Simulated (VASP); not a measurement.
## MnS: single point with PBEsol+U

MnS:

```xyz
4
Lattice="4.3057 0.0000 0.0000 0.0000 4.3057 0.0000 0.0000 0.0000 5.3606" Properties=species:S:1:pos:R:3 pbc="T T T"
Mn    0.0000    2.1528    0.0000
Mn    2.1528    0.0000    2.6803
S     0.0000    0.0000    1.3401
S     0.0000    0.0000    4.0204
```

Measurements of this composition are mostly on another form, of space group No. 225.

```json
{
 "Program": "VASP 6.6.1",
 "Task": "single point",
 "Functional": "PBEsol",
 "Potentials or basis": "VASP PAW PBE potentials, release 64 (Mn_pv, S)",
 "Cutoff": "520 eV",
 "k mesh": "5 × 5 × 4",
 "Occupations": "gaussian, width 0.05 eV",
 "Spin": "collinear spin, ferromagnetic start",
 "Starting moments": "[4.0, 4.0, 0.0, 0.0] μB",
 "Hubbard terms": "Mn d U = 3 eV"
}
```

* Pressure: -3.0 GPa
* Band gap on the k mesh: none (metal or under the smearing width)
* Net moment: 8.91 μB per cell
* Site moments: Mn +4.39; S -0.09 μB
* Valence electrons inside the program's atomic spheres: Mn 11.30; S 3.67

Stress tensor (GPa, compression positive):
```
-6.85  0.00  0.00
 0.00 -6.85  0.00
 0.00  0.00  4.58
```

Levels at points of the mesh, in eV from the Fermi level:
Spin up:
```tsv
k point	band 20	band 21	band 22	band 23	band 24	band 25	band 26	band 27	band 28	band 29
(0.00, 0.00, 0.00)	-4.57	-3.54	-0.85	-0.45	-0.45	1.54	1.82	3.23	4.41	4.41
(0.00, 0.00, 0.50)	-3.52	-2.65	-2.65	-1.77	-1.77	0.35	0.35	3.30	3.30	6.58
```
Spin down:
```csv
k point,band 12,band 13,band 14,band 15,band 16,band 17
"(0.00, 0.00, 0.00)",-3.35,-3.35,-1.79,0.56,1.31,1.36
"(0.00, 0.00, 0.50)",-3.77,-3.62,-3.62,-0.64,-0.64,1.58
```

Eigenvalues of the final occupation matrices:
```csv
site,spin,trace,eigenvalues
site 1 d,1,4.63,0.91 0.93 0.93 0.93 0.94
site 1 d,2,0.30,0.01 0.02 0.02 0.12 0.13
site 2 d,1,4.63,0.91 0.93 0.93 0.93 0.94
site 2 d,2,0.30,0.01 0.02 0.02 0.12 0.13
```

Wall time 63 s on 1 thread of AMD EPYC 9R45 96-Core Processor (Zen 5) (shared host), peak memory 0.23 GiB.

Caveat: the PAW data sets were made with another functional, which shifts forces and pressure a little; only a ferromagnetic start was run, and an antiferromagnetic order may lie lower in energy. The state reached can hang on the start; a lower one may exist.
